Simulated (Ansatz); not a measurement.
# Zinc, diamond under RPBE: from relaxation to bulk modulus, part 1 of 2

Aim: take zinc in the diamond structure, relax it, solve it on a dense k-mesh, then scale the cell to 7 volumes from 88 to 112 % of the relaxed one and try a fit of the equation of state. Spin polarisation is left out. The k-meshes are 10×10×10 for the relaxation; 15×15×15 for the dense run; 10×10×10 for the volumes.

This is Zn in the diamond structure; at room conditions it is hcp.

Program: Ansatz 0.2.0. Level of theory: DFT RPBE, plane waves (420 eV) with PAW, scalar-relativistic; PAW files made under PBE, frozen cores solved again for the functional. These are calculated values, not measurements.

**1. The system as given**

Symmetry: Fd-3m, No. 227, cubic system. The conventional cell has a = 5.477 Å, b = 5.477 Å, c = 5.477 Å, α = 90.00°, β = 90.00°, γ = 90.00°. Zn (site symmetry -43m) has 4 Zn at 2.37 Å as nearest neighbours.

Structure file:

```
CELL_PARAMETERS angstrom
0.00000 2.73837 2.73837
2.73837 0.00000 2.73837
2.73837 2.73837 0.00000
ATOMIC_POSITIONS crystal
Zn 0.12500 0.12500 0.12500
Zn 0.87500 0.87500 0.87500
```

**2. Geometry optimisation**

File input.yaml:

```yaml
crystal:
  lattice:
    - [0.0, 2.7383746181, 2.7383746181]
    - [2.7383746181, 0.0, 2.7383746181]
    - [2.7383746181, 2.7383746181, 0.0]
  atoms:
    - { symbol: Zn, position: [0.125, 0.125, 0.125] }
    - { symbol: Zn, position: [0.875, 0.875, 0.875] }
hamiltonian:
  xc: rpbe
  pseudopotentials:
    kind: paw
    azcp:
      Zn: "pseudopotentials/Zn.paw.azcp"
basis:
  ecutwfc: 420
  fft_grid_basis: typed
kpoints:
  mp_grid: { grid: [10, 10, 10], shift: [0, 0, 0] }
magnetization:
  spin_polarized: false
scf:
  occupations: { method: fermi_dirac, width: 0.1 }
relax:
  max_steps: 60
  f_tol: 0.01
  cell: {}
```

The log of the run:

```text
Warning: RAYON_NUM_THREADS=2 ignored (pool sized by the plan → 2); use --threads N
Engine: ansatz 0.2.0, x86_64-unknown-linux-gnu
Pseudopotentials: kind: paw
Pseudopotential: Zn, paw, valence charge 12, recommended cutoff 420 eV (normal), <dir>
Functional definition: RPBE
  parameter kappa = 0.804
  parameter beta = 0.06672455060314922
  exchange = rpbe_x(kappa = kappa, mu = beta*pi^2/3)
  correlation = pbe_c(beta = beta)
Crystal: 2 atoms, lattice volume = 41.068 Å³
Basis set: ecut = 420 eV, 821 PW (Γ), exchange–correlation on 54×54×54 points (8 copies of the dense FFT grid, shifted against one another)
Bands: 16, of which v1, the nominal top of the filled ones, is band 12 counted from 1 (11 counted from 0)
Symmetry: 48 space group operations
Space group: Fd-3m (ITA 227), of the structure as read, at distance tolerance 3.5e-5 Å
k-points: 47 of 1000
Non-local potential: Zn, projectors of the file, l = 0: 2, l = 1: 2, l = 2: 3, l = 3: 1
PAW form: soft (Blöchl's): semilocal exchange-correlation on the pseudo side does not see the compensation charge
PAW frozen core: Zn, regenerated for the run's functional, and the local potential with it (the file was generated under x = pbe(κ = 0.804, μ = 0.2195149727645171), c = pbe(β = 0.06672455060314922))
PAW one-centre angular grid: Zn, 590 points (default); XC on 64 Gauss nodes
Initial density: superposition of atomic densities (neutral atoms: chi_scale 0, normalization atom), corrected by the library's trained network
Initial wavefunctions: pseudopotential atomic-orbital guess
Functional: x = rpbe, c = pbe(β = 0.06672455060314922)
SCF iter   1: F=—  HF=-6647.790683 eV  |F-HF|=—  |Δ(HF+E_count)|=         —  Δρ=6.17e-3  dr2=8.13e-3  ethr=1.77e-3  ⟨swp⟩=5.3  Hψ=3952  notcnv=0
preconditioner: auto → Kerker (q_TF=auto, 2.495 Å⁻¹)  [metal: Δε(μ)=0.225 eV  Ē_g=11.803 eV  σ=0.100 eV  W_gap=0.43  n_scr=14 (ndim 8)  ℏωp=28.4 eV  f_vac=0.003  D(μ)=0.80/eV (n_scr^D=0)]
SCF iter   2: F=—  HF=-6647.788583 eV  |F-HF|=—  |Δ(HF+E_count)|=   2.10e-3  Δρ=1.77e-3  dr2=5.23e-4  ethr=3.39e-5  ⟨swp⟩=2.0  Hψ=1757  notcnv=0  defer=2
SCF iter   3: F=—  HF=-6647.787721 eV  |F-HF|=—  |Δ(HF+E_count)|=   8.62e-4  Δρ=4.64e-4  dr2=4.53e-5  ethr=2.18e-6  ⟨swp⟩=2.0  Hψ=1305  notcnv=0  defer=2
SCF iter   4: F=—  HF=-6647.787731 eV  |F-HF|=—  |Δ(HF+E_count)|=   9.68e-6  Δρ=2.03e-4  dr2=9.82e-6  ethr=1.89e-7  ⟨swp⟩=2.0  Hψ=1307  notcnv=0  defer=2
SCF iter   5: F=—  HF=-6647.787740 eV  |F-HF|=—  |Δ(HF+E_count)|=   9.10e-6  Δρ=1.65e-4  dr2=5.47e-6  ethr=4.09e-8  ⟨swp⟩=2.0  Hψ=1307  notcnv=0  defer=2
SCF iter   6: F=—  HF=-6647.787739 eV  |F-HF|=—  |Δ(HF+E_count)|=   4.00e-7  Δρ=9.79e-5  dr2=2.05e-6  ethr=2.28e-8  ⟨swp⟩=2.0  Hψ=1179  notcnv=0  defer=2
SCF iter   7: F=—  HF=-6647.787739 eV  |F-HF|=—  |Δ(HF+E_count)|=   5.35e-7  Δρ=3.20e-5  dr2=2.24e-7  ethr=8.53e-9  ⟨swp⟩=2.6  Hψ=1264  notcnv=0  defer=2
SCF iter   8: F=-6647.787739 eV  HF=-6647.787739 eV  |F-HF|=8.16e-9  |Δ(HF+E_count)|=   6.41e-8  Δρ=5.79e-6  dr2=7.23e-9  ethr=4.17e-10  ⟨swp⟩=4.6  Hψ=2834  notcnv=0
SCF 1 converged in 8 iterations: F = -6647.787739 eV  dr2 = 7.23e-9
relax step   1: F+E_penalty+E_count = -6647.78773884 eV  Δ(F+E_penalty+E_count) = +0.000e0 eV  max|allowed force component| = 1.850e-17 eV/Å  Δτ_max = 0.0000 Å  P = +10.035 GPa  Ω = 41.068 Å³  (8 SCF iters, dr2 threshold 1.00e-7 eV, accepted)
Crystal: 2 atoms, lattice volume = 44.761 Å³
Basis set: ecut = 420 eV, 893 PW (Γ), exchange–correlation on 54×54×54 points (8 copies of the dense FFT grid, shifted against one another)
Initial density: handed on by an earlier stage of this run
Initial wavefunctions: those handed on with the density
iter 1 solved again at ethr=4.49e-5 eV; its pass at ethr=3.10e-3 eV (dr2=1.08e-2 eV) is discarded
SCF iter   1: F=—  HF=-6647.961855 eV  |F-HF|=—  |Δ(HF+E_count)|=         —  Δρ=6.28e-3  dr2=1.20e-2  ethr=4.49e-5  ⟨swp⟩=1.9  Hψ=5604  notcnv=0
preconditioner: auto → Kerker (q_TF=auto, 2.459 Å⁻¹)  [metal: Δε(μ)=0.194 eV  Ē_g=11.422 eV  σ=0.100 eV  W_gap=0.40  n_scr=14 (ndim 8)  ℏωp=27.2 eV  f_vac=0.012  D(μ)=0.91/eV (n_scr^D=0)]
SCF iter   2: F=—  HF=-6647.958777 eV  |F-HF|=—  |Δ(HF+E_count)|=   3.08e-3  Δρ=1.13e-3  dr2=6.25e-4  ethr=4.49e-5  ⟨swp⟩=2.0  Hψ=1253  notcnv=0
SCF iter   3: F=—  HF=-6647.958073 eV  |F-HF|=—  |Δ(HF+E_count)|=   7.04e-4  Δρ=1.30e-3  dr2=8.15e-4  ethr=2.61e-6  ⟨swp⟩=2.0  Hψ=1268  notcnv=0
SCF iter   4: F=—  HF=-6647.957768 eV  |F-HF|=—  |Δ(HF+E_count)|=   3.05e-4  Δρ=3.77e-4  dr2=4.30e-5  ethr=2.61e-6  ⟨swp⟩=2.3  Hψ=1268  notcnv=0
SCF iter   5: F=—  HF=-6647.957808 eV  |F-HF|=—  |Δ(HF+E_count)|=   3.98e-5  Δρ=7.28e-5  dr2=3.77e-6  ethr=1.79e-7  ⟨swp⟩=2.0  Hψ=1283  notcnv=0
SCF iter   6: F=—  HF=-6647.957810 eV  |F-HF|=—  |Δ(HF+E_count)|=   2.02e-6  Δρ=3.69e-5  dr2=8.25e-7  ethr=1.57e-8  ⟨swp⟩=2.0  Hψ=861  notcnv=0
SCF iter   7: F=-6647.957811 eV  HF=-6647.957810 eV  |F-HF|=5.08e-8  |Δ(HF+E_count)|=   5.76e-7  Δρ=7.67e-6  dr2=2.12e-8  ethr=8.33e-10  ⟨swp⟩=5.0  Hψ=3123  notcnv=0
SCF 2 converged in 7 iterations: F = -6647.957811 eV  dr2 = 2.12e-8
relax step   2: F+E_penalty+E_count = -6647.95781051 eV  Δ(F+E_penalty+E_count) = -1.701e-1 eV  max|allowed force component| = 2.452e-16 eV/Å  Δτ_max = 0.0000 Å  P = +5.282 GPa  Ω = 44.761 Å³  energy of the carried Pulay correction = -2.161e-3 eV  (7 SCF iters, dr2 threshold 2.00e-7 eV, accepted)
Crystal: 2 atoms, lattice volume = 49.718 Å³
Basis set: ecut = 420 eV, 941 PW (Γ), exchange–correlation on 54×54×54 points (8 copies of the dense FFT grid, shifted against one another)
iter 1 solved again at ethr=6.16e-5 eV; its pass at ethr=3.10e-3 eV (dr2=1.48e-2 eV) is discarded
SCF iter   1: F=—  HF=-6648.060436 eV  |F-HF|=—  |Δ(HF+E_count)|=         —  Δρ=6.68e-3  dr2=1.61e-2  ethr=6.16e-5  ⟨swp⟩=1.5  Hψ=5918  notcnv=0
preconditioner: auto → LDOS  [metal: Δε(μ)=0.080 eV  Ē_g=10.982 eV  σ=0.100 eV  W_gap=0.19  n_scr=14 (ndim 8)  ℏωp=25.8 eV  f_vac=0.030  D(μ)=1.10/eV (n_scr^D=8)  β→1.0]
SCF iter   2: F=—  HF=-6648.068882 eV  |F-HF|=—  |Δ(HF+E_count)|=   8.45e-3  Δρ=1.04e-2  dr2=2.88e-2  ethr=6.16e-5  ⟨swp⟩=3.7  Hψ=2006  notcnv=0  recentre
SCF iter   3: F=—  HF=-6648.055533 eV  |F-HF|=—  |Δ(HF+E_count)|=   1.33e-2  Δρ=1.84e-3  dr2=1.38e-3  ethr=6.16e-5  ⟨swp⟩=2.0  Hψ=1869  notcnv=0  defer=1
SCF iter   4: F=—  HF=-6648.055096 eV  |F-HF|=—  |Δ(HF+E_count)|=   4.37e-4  Δρ=2.19e-4  dr2=3.67e-5  ethr=5.76e-6  ⟨swp⟩=2.0  Hψ=1231  notcnv=0  defer=1
SCF iter   5: F=—  HF=-6648.055129 eV  |F-HF|=—  |Δ(HF+E_count)|=   3.31e-5  Δρ=7.48e-5  dr2=2.23e-6  ethr=1.53e-7  ⟨swp⟩=2.1  Hψ=1329  notcnv=0  defer=1
SCF iter   6: F=-6648.055130 eV  HF=-6648.055130 eV  |F-HF|=3.89e-8  |Δ(HF+E_count)|=   6.43e-7  Δρ=1.55e-5  dr2=1.06e-7  ethr=8.33e-10  ⟨swp⟩=3.5  Hψ=3379  notcnv=0
SCF 3 converged in 6 iterations: F = -6648.055130 eV  dr2 = 1.06e-7
relax step   3: F+E_penalty+E_count = -6648.05512981 eV  Δ(F+E_penalty+E_count) = -9.732e-2 eV  max|allowed force component| = 2.082e-16 eV/Å  Δτ_max = 0.0000 Å  P = +1.548 GPa  Ω = 49.718 Å³  energy of the carried Pulay correction = -4.787e-3 eV  (6 SCF iters, dr2 threshold 2.00e-7 eV, accepted)
Crystal: 2 atoms, lattice volume = 52.107 Å³
Basis set: ecut = 420 eV, 965 PW (Γ), exchange–correlation on 54×54×54 points (8 copies of the dense FFT grid, shifted against one another)
iter 1 solved again at ethr=7.50e-6 eV; its pass at ethr=3.10e-3 eV (dr2=1.80e-3 eV) is discarded
SCF iter   1: F=—  HF=-6648.068513 eV  |F-HF|=—  |Δ(HF+E_count)|=         —  Δρ=2.64e-3  dr2=2.72e-3  ethr=7.50e-6  ⟨swp⟩=2.0  Hψ=5668  notcnv=0
eigensolver tolerance schedule calibrated: the retry pair's looser diagonalisation under-reported the residual by θ = 0.34 (0.13/decade); ethr = c·dr2/N_el runs at the constant in force after the calibration composes with the one it found (an armed cap, an earlier calibration), c = 6.0e-2
preconditioner: auto → LDOS  [metal: Δε(μ)=0.041 eV  Ē_g=10.696 eV  σ=0.100 eV  W_gap=0.10  n_scr=14 (ndim 8)  ℏωp=25.2 eV  f_vac=0.050  D(μ)=1.14/eV (n_scr^D=8)  β→1.0]
SCF iter   2: F=—  HF=-6648.069580 eV  |F-HF|=—  |Δ(HF+E_count)|=   1.07e-3  Δρ=3.81e-3  dr2=4.01e-3  ethr=6.80e-6  ⟨swp⟩=3.9  Hψ=1805  notcnv=0
SCF iter   3: F=—  HF=-6648.067717 eV  |F-HF|=—  |Δ(HF+E_count)|=   1.86e-3  Δρ=7.21e-4  dr2=1.27e-4  ethr=6.80e-6  ⟨swp⟩=2.2  Hψ=1442  notcnv=0
SCF iter   4: F=—  HF=-6648.067682 eV  |F-HF|=—  |Δ(HF+E_count)|=   3.58e-5  Δρ=9.02e-5  dr2=6.35e-6  ethr=3.18e-7  ⟨swp⟩=2.0  Hψ=1576  notcnv=0  defer=1
SCF iter   5: F=-6648.067688 eV  HF=-6648.067687 eV  |F-HF|=1.84e-7  |Δ(HF+E_count)|=   5.78e-6  Δρ=1.13e-5  dr2=6.82e-8  ethr=5.00e-10  ⟨swp⟩=3.4  Hψ=3500  notcnv=0
SCF 4 converged in 5 iterations: F = -6648.067688 eV  dr2 = 6.82e-8
relax step   4: F+E_penalty+E_count = -6648.06768751 eV  Δ(F+E_penalty+E_count) = -1.256e-2 eV  max|allowed force component| = 2.544e-16 eV/Å  Δτ_max = 0.0000 Å  P = +0.332 GPa  Ω = 52.107 Å³  energy of the carried Pulay correction = -5.954e-3 eV  (5 SCF iters, dr2 threshold 2.00e-7 eV, accepted)
Crystal: 2 atoms, lattice volume = 52.815 Å³
Basis set: ecut = 420 eV, 1037 PW (Γ), exchange–correlation on 54×54×54 points (8 copies of the dense FFT grid, shifted against one another)
iter 1 solved again at ethr=9.46e-7 eV; its pass at ethr=3.10e-3 eV (dr2=2.27e-4 eV) is discarded
SCF iter   1: F=—  HF=-6648.068162 eV  |F-HF|=—  |Δ(HF+E_count)|=         —  Δρ=7.09e-4  dr2=2.00e-4  ethr=9.46e-7  ⟨swp⟩=3.3  Hψ=5535  notcnv=0
preconditioner: auto → LDOS  [metal: Δε(μ)=0.033 eV  Ē_g=10.610 eV  σ=0.100 eV  W_gap=0.08  n_scr=14 (ndim 8)  ℏωp=25.0 eV  f_vac=0.058  D(μ)=1.15/eV (n_scr^D=8)  β→1.0]
SCF iter   2: F=—  HF=-6648.068219 eV  |F-HF|=—  |Δ(HF+E_count)|=   5.74e-5  Δρ=9.44e-4  dr2=2.50e-4  ethr=8.35e-7  ⟨swp⟩=3.1  Hψ=1788  notcnv=0
SCF iter   3: F=—  HF=-6648.068102 eV  |F-HF|=—  |Δ(HF+E_count)|=   1.17e-4  Δρ=6.30e-5  dr2=1.97e-6  ethr=8.35e-7  ⟨swp⟩=2.3  Hψ=1406  notcnv=0
SCF iter   4: F=—  HF=-6648.068100 eV  |F-HF|=—  |Δ(HF+E_count)|=   1.68e-6  Δρ=2.65e-5  dr2=6.26e-7  ethr=8.33e-10  ⟨swp⟩=5.0  Hψ=3138  notcnv=0
SCF iter   5: F=-6648.068101 eV  HF=-6648.068101 eV  |F-HF|=9.30e-9  |Δ(HF+E_count)|=   5.76e-7  Δρ=5.52e-6  dr2=1.38e-8  ethr=8.33e-10  ⟨swp⟩=5.0  Hψ=2761  notcnv=0
SCF 5 converged in 5 iterations: F = -6648.068101 eV  dr2 = 1.38e-8
relax step   5: F+E_penalty+E_count = -6648.06810108 eV  Δ(F+E_penalty+E_count) = -4.136e-4 eV  max|allowed force component| = 2.683e-16 eV/Å  Δτ_max = 0.0000 Å  P = +0.009 GPa  Ω = 52.815 Å³  energy of the carried Pulay correction = -6.289e-3 eV  (5 SCF iters, dr2 threshold 2.00e-7 eV, accepted)
Basis set: ecut = 420 eV, 1037 PW (Γ), exchange–correlation on 60×60×60 points (8 copies of the dense FFT grid, shifted against one another)
Initial wavefunctions: pseudopotential atomic-orbital guess (no wavefunctions were taken with the density)
iter 1 solved again at ethr=6.92e-6 eV; its pass at ethr=3.10e-3 eV (dr2=1.66e-3 eV) is discarded
SCF iter   1: F=—  HF=-6648.015228 eV  |F-HF|=—  |Δ(HF+E_count)|=         —  Δρ=2.57e-3  dr2=3.55e-4  ethr=6.92e-6  ⟨swp⟩=2.1  Hψ=5216  notcnv=0
preconditioner: auto → LDOS  [metal: Δε(μ)=0.030 eV  Ē_g=10.624 eV  σ=0.100 eV  W_gap=0.07  n_scr=14 (ndim 8)  ℏωp=25.0 eV  f_vac=0.064  D(μ)=1.15/eV (n_scr^D=8)  β→1.0]
SCF iter   2: F=—  HF=-6648.076539 eV  |F-HF|=—  |Δ(HF+E_count)|=   6.13e-2  Δρ=8.75e-4  dr2=3.67e-4  ethr=1.48e-6  ⟨swp⟩=2.2  Hψ=1484  notcnv=0
SCF iter   3: F=—  HF=-6648.075837 eV  |F-HF|=—  |Δ(HF+E_count)|=   7.02e-4  Δρ=3.23e-4  dr2=3.15e-5  ethr=1.48e-6  ⟨swp⟩=2.0  Hψ=1241  notcnv=0
SCF iter   4: F=—  HF=-6648.075896 eV  |F-HF|=—  |Δ(HF+E_count)|=   5.91e-5  Δρ=2.69e-4  dr2=2.05e-5  ethr=1.31e-7  ⟨swp⟩=2.0  Hψ=1257  notcnv=0
SCF iter   5: F=—  HF=-6648.076412 eV  |F-HF|=—  |Δ(HF+E_count)|=   5.16e-4  Δρ=4.98e-5  dr2=3.61e-7  ethr=8.52e-8  ⟨swp⟩=2.0  Hψ=1323  notcnv=0
SCF iter   6: F=—  HF=-6648.076427 eV  |F-HF|=—  |Δ(HF+E_count)|=   1.54e-5  Δρ=7.01e-6  dr2=6.04e-8  ethr=1.50e-9  ⟨swp⟩=2.0  Hψ=1326  notcnv=0
SCF iter   7: F=—  HF=-6648.076427 eV  |F-HF|=—  |Δ(HF+E_count)|=   6.55e-8  Δρ=1.33e-6  dr2=2.36e-9  ethr=2.52e-10  ⟨swp⟩=2.8  Hψ=1308  notcnv=0
SCF iter   8: F=—  HF=-6648.076427 eV  |F-HF|=—  |Δ(HF+E_count)|=   1.38e-9  Δρ=2.70e-7  dr2=9.94e-11  ethr=9.84e-12  ⟨swp⟩=2.6  Hψ=1281  notcnv=0
SCF iter   9: F=-6648.076427 eV  HF=-6648.076427 eV  |F-HF|=1.82e-12  |Δ(HF+E_count)|=  6.37e-11  Δρ=9.40e-9  dr2=8.60e-14  ethr=1.00e-12  ⟨swp⟩=6.0  Hψ=3332  notcnv=0
SCF 6 converged in 9 iterations: F = -6648.076427 eV  dr2 = 8.60e-14
relax step   6: F+E_penalty+E_count = -6648.07642736 eV  Δ(F+E_penalty+E_count) = -8.326e-3 eV  max|allowed force component| = 2.961e-16 eV/Å  Δτ_max = 0.0000 Å  P = +0.203 GPa  Ω = 52.815 Å³  stress off target by 2.03e-1 GPa  SCF on the basis re-selected at this cell (its energy is not comparable with the rows above)  (9 SCF iters)
basis re-selected at this cell: Δ(F+E_penalty+E_count) = -8.326e-3 eV, ΔP = +0.193 GPa vs the last step (what re-selecting the basis moved, of the pressure what is left beyond the Pulay correction that the steps carried, after the strain that the cell walked since its last selection, with what the two solves' SCF thresholds leave and, on support functions, any second-order correction that the steps lacked; it is no measure of the basis error at this ecutwfc). The dense FFT grid was sized anew with the basis: this SCF ran on 30×30×30 points, the steps before it on 27×27×27, so part of this shift can come from that change (see relax.cell in the input reference). This SCF's stress stands 2.03e-1 GPa from its target on what of the cell is left free (relax.cell.stress_tol is 5.00e-2 GPa) and its largest allowed force component is 2.96e-16 eV/Å (relax.f_tol is 1.00e-2 eV/Å): not within both, so this SCF does not close the relaxation
Crystal: 2 atoms, lattice volume = 53.267 Å³
iter 1 solved again at ethr=2.72e-7 eV; its pass at ethr=3.10e-3 eV (dr2=6.52e-5 eV) is discarded
SCF iter   1: F=—  HF=-6648.076618 eV  |F-HF|=—  |Δ(HF+E_count)|=         —  Δρ=4.27e-4  dr2=7.47e-5  ethr=2.72e-7  ⟨swp⟩=2.1  Hψ=4533  notcnv=0
preconditioner: auto → LDOS  [metal: Δε(μ)=0.028 eV  Ē_g=10.568 eV  σ=0.100 eV  W_gap=0.07  n_scr=14 (ndim 8)  ℏωp=24.9 eV  f_vac=0.064  D(μ)=1.15/eV (n_scr^D=8)  β→1.0]
SCF iter   2: F=—  HF=-6648.076666 eV  |F-HF|=—  |Δ(HF+E_count)|=   4.80e-5  Δρ=7.18e-4  dr2=1.46e-4  ethr=2.72e-7  ⟨swp⟩=2.0  Hψ=1316  notcnv=0
SCF iter   3: F=—  HF=-6648.076595 eV  |F-HF|=—  |Δ(HF+E_count)|=   7.14e-5  Δρ=9.64e-5  dr2=3.51e-6  ethr=2.72e-7  ⟨swp⟩=2.0  Hψ=1312  notcnv=0
SCF iter   4: F=—  HF=-6648.076593 eV  |F-HF|=—  |Δ(HF+E_count)|=   2.09e-6  Δρ=1.18e-5  dr2=1.58e-7  ethr=1.46e-8  ⟨swp⟩=2.0  Hψ=1262  notcnv=0
SCF iter   5: F=-6648.076593 eV  HF=-6648.076593 eV  |F-HF|=4.20e-9  |Δ(HF+E_count)|=   1.15e-7  Δρ=2.54e-6  dr2=4.24e-9  ethr=4.27e-10  ⟨swp⟩=4.2  Hψ=2633  notcnv=0
SCF 7 converged in 5 iterations: F = -6648.076593 eV  dr2 = 4.24e-9
relax step   7: F+E_penalty+E_count = -6648.07659300 eV  Δ(F+E_penalty+E_count) = -1.656e-4 eV  max|allowed force component| = 3.146e-16 eV/Å  Δτ_max = 0.0000 Å  P = +0.043 GPa  Ω = 53.267 Å³  energy of the carried Pulay correction = -1.789e-4 eV  (5 SCF iters, dr2 threshold 1.03e-7 eV, accepted)
iter 1 solved again at ethr=2.86e-6 eV; its pass at ethr=3.10e-3 eV (dr2=6.85e-4 eV) is discarded
SCF iter   1: F=—  HF=-6648.076764 eV  |F-HF|=—  |Δ(HF+E_count)|=         —  Δρ=1.23e-5  dr2=2.86e-8  ethr=2.86e-6  ⟨swp⟩=2.0  Hψ=5232  notcnv=0
eigensolver tolerance schedule: the retry pair's looser diagonalisation over-reported the residual by 23976.35 of it (diagonalisation noise at an unbounded share of the residual, at the tolerance the schedule requests for it); recorded, not acted on — ethr = c·dr2/N_el stays at c = 1.0e-1
preconditioner: auto → LDOS  [metal: Δε(μ)=0.029 eV  Ē_g=10.560 eV  σ=0.100 eV  W_gap=0.07  n_scr=14 (ndim 8)  ℏωp=24.9 eV  f_vac=0.065  D(μ)=1.15/eV (n_scr^D=8)  β→1.0]
SCF iter   2: F=—  HF=-6648.076762 eV  |F-HF|=—  |Δ(HF+E_count)|=   1.66e-6  Δρ=3.27e-5  dr2=3.18e-7  ethr=1.19e-10  ⟨swp⟩=3.6  Hψ=1862  notcnv=0
SCF iter   3: F=—  HF=-6648.076762 eV  |F-HF|=—  |Δ(HF+E_count)|=   7.53e-8  Δρ=2.70e-5  dr2=2.10e-7  ethr=1.19e-10  ⟨swp⟩=3.6  Hψ=1751  notcnv=0
SCF iter   4: F=—  HF=-6648.076762 eV  |F-HF|=—  |Δ(HF+E_count)|=   9.28e-8  Δρ=1.14e-5  dr2=3.67e-8  ethr=1.19e-10  ⟨swp⟩=2.0  Hψ=1312  notcnv=0
SCF iter   5: F=—  HF=-6648.076762 eV  |F-HF|=—  |Δ(HF+E_count)|=   1.83e-8  Δρ=2.45e-6  dr2=1.69e-9  ethr=1.19e-10  ⟨swp⟩=2.0  Hψ=1238  notcnv=0
SCF iter   6: F=—  HF=-6648.076762 eV  |F-HF|=—  |Δ(HF+E_count)|=  8.78e-10  Δρ=2.79e-7  dr2=2.18e-11  ethr=7.03e-12  ⟨swp⟩=2.0  Hψ=1249  notcnv=0
SCF iter   7: F=-6648.076762 eV  HF=-6648.076762 eV  |F-HF|=9.09e-13  |Δ(HF+E_count)|=  1.09e-11  Δρ=1.83e-8  dr2=7.44e-14  ethr=1.00e-12  ⟨swp⟩=5.1  Hψ=3220  notcnv=0
SCF 8 converged in 7 iterations: F = -6648.076762 eV  dr2 = 7.44e-14
relax step   8: F+E_penalty+E_count = -6648.07676168 eV  Δ(F+E_penalty+E_count) = -1.687e-4 eV  max|allowed force component| = 3.238e-16 eV/Å  Δτ_max = 0.0000 Å  P = +0.040 GPa  Ω = 53.267 Å³  stress off target by 4.03e-2 GPa  SCF on the basis re-selected at this cell (its energy is not comparable with the rows above)  (7 SCF iters)
basis re-selected at this cell: Δ(F+E_penalty+E_count) = -1.687e-4 eV, ΔP = -0.003 GPa vs the last step (what re-selecting the basis moved, of the pressure what is left beyond the Pulay correction that the steps carried, after the strain that the cell walked since its last selection, with what the two solves' SCF thresholds leave and, on support functions, any second-order correction that the steps lacked; it is no measure of the basis error at this ecutwfc). This SCF's stress stands 4.03e-2 GPa from its target on what of the cell is left free (relax.cell.stress_tol is 5.00e-2 GPa) and its largest allowed force component is 3.24e-16 eV/Å (relax.f_tol is 1.00e-2 eV/Å): within both
SCF converged after 7 iterations
Free energy (F): -6648.076762 eV
Harris-Foulkes:  -6648.076762 eV  (|F-HF|=9.09e-13)
Internal energy: -6648.040401 eV  (E = F + TS)
E sigma→0 (E₀):  -6648.058581 eV
Entropy (-TS):   -0.036361 eV (-18.180 meV/atom)
Fermi energy:    4.716676 eV
--- Per-component energies (eV) ---
  E_band       = -41.693195
  E_kinetic    = 258.675029
  E_local      = -4010.136110  (includes V_loc(G=0)·N_el)
  E_nonlocal   = 1221.667869
  E_hartree    = 1685.664558
  E_xc         = -273.358071
  E_vxc        = -99.992438  (∫ρ·V_xc dr)
  E_paw        = -3660.270657  (= ΣΔE_a)
  E_vpaw       = -783.235926  (= ΣTr[D̂ρ^β])
  E_aug_tail   = -0.000754  (compensation charges beyond the density's cutoff)
  E_ewald      = -1870.134276
  E_core_change = -0.147990  (= ΣΔE_core)
  E_smearing   = -0.036361  (= −TS)
  E_closure    = 0.000000  (closes the sum)
  Σ components = -6648.076762   (vs F -6648.076762, Δ=0.00e0)
--- Forces (eV/Å), atoms counted from 1 ---
  atom   1  Zn     0.00000000     0.00000000     0.00000000
  atom   2  Zn    -0.00000000    -0.00000000    -0.00000000
  max |Σ_I F_I| component: 1.48e-16 eV/Å
--- Stress (GPa, compression-positive) ---
        0.040325      -0.000000       0.000000
        0.000000       0.040325       0.000000
        0.000000       0.000000       0.040325
  P = ⅓ Tr σ = 0.0403 GPa (0.403 kbar)
--- Relaxed structure (6 steps of the walk, 6 accepted, 2 SCFs on fresh bases) ---
  F+E_penalty+E_count = -6648.07676168 eV   max|allowed force component| = 3.238e-16 eV/Å   (the final SCF, on the basis selected at the relaxed cell)
  cell:  # Å, volume = 53.2668 Å³
    - [3.311991821558667e-33, 2.9863602756518346, 2.9863602756518346]
    - [2.9863602756518346, 2.7132856073403686e-33, 2.9863602756518346]
    - [2.9863602756518346, 2.9863602756518346, 3.6559294336025847e-33]
  atoms:
    - { symbol: Zn, position: [0.12500000000000003, 0.12500000000000003, 0.12500000000000003] }
    - { symbol: Zn, position: [0.8750000000000001, 0.8750000000000001, 0.8750000000000001] }
```

Wall time 10 s (2 threads of Intel Xeon Platinum 8375C at 2.90GHz (Ice Lake), shared host); peak memory 0.4 GiB.

Step by step:

```csv
step,energy change (meV/atom),largest force (eV/Å),pressure (GPa),volume (Å³/atom)
1,0.00,0.0000,10.04,20.534
2,-85.04,0.0000,5.28,22.381
3,-133.70,0.0000,1.55,24.859
4,-139.97,0.0000,0.33,26.054
5,-140.18,0.0000,0.01,26.407
6,-144.34,0.0000,0.20,26.407
7,-144.43,0.0000,0.04,26.633
8,-144.51,0.0000,0.04,26.633
```

Steps that repeat a cell are solved on a basis chosen anew, so their changes of energy are no gain of the relaxation.

The cell of the run, before and after:

|  | before | after | change |
| --- | --- | --- | --- |
| a (Å) | 3.873 | 4.223 | +9.1 % |
| b (Å) | 3.873 | 4.223 | +9.1 % |
| c (Å) | 3.873 | 4.223 | +9.1 % |
| volume (Å³/atom) | 20.534 | 26.633 | +29.7 % |
| shortest distance (Å) | 2.372 | 2.586 | +9.1 % |
| space group (spins left aside) | Fd-3m | Fd-3m | same |

(Continued in part 2 of 2.)
